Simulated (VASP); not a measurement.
Write the native input for VASP 6.6.1 that does the following.

```
Task                   : single point
Functional             : PBE
Potentials or basis    : VASP PAW PBE potentials, release 64 (Ni)
Cutoff                 : 520 eV
k mesh                 : 24 × 24 × 24
Occupations            : gaussian, width 0.1 eV
Spin                   : collinear spin, typed start
Starting moments       : [0.79] μB
Dipole correction      : no
Further INCAR settings : ALGO = Fast; EDIFF = 1e-06; NBANDS = 15
```

The structure of Ni lies in POSCAR:

```
Ni
1.0
    2.3291050382      0.0000000000      0.0000000000
    0.0000000000      2.3291050382      0.0000000000
    0.0000000000      0.0000000000      2.3291050382
Ni
1
Direct
    0.0000000000      0.0000000000      0.0000000000
```

The cell was built by a generator and needn't be a form met in nature.

These files were run (other wordings do the same):

INCAR

```
PREC = Accurate
ENCUT = 520
EDIFF = 1E-6
ISMEAR = 0
SIGMA = 0.1
LREAL = False
LASPH = True
NELM = 150
ALGO = Fast
ISIF = 2
LWAVE = False
LCHARG = False
ISPIN = 2
MAGMOM = 0.79
LORBIT = 11
LMAXMIX = 4
GGA = PE
NBANDS = 15
```

KPOINTS

```
regular mesh
0
Gamma
  24 24 24
```

Potentials or basis: VASP PAW PBE potentials, release 64 (Ni).

Command:

```bash
$ cat potpaw_PBE.64/Ni/POTCAR > POTCAR
$ mpirun -np 1 vasp_std > vasp.out
```

Results of the run:

| Item | Value |
| --- | --- |
| Pressure | 0.3 GPa |
| Band gap on the k mesh | none (metal or under the smearing width) |
| Net moment | 0.54 μB per cell |
| Site moments | Ni +0.54 μB |
| Valence electrons inside the program's atomic spheres | Ni 9.24 |

Wall time 74 s on 1 thread of Intel(R) Xeon(R) Platinum 8559C (Emerald Rapids), with other jobs on the host, peak memory 0.23 GiB.
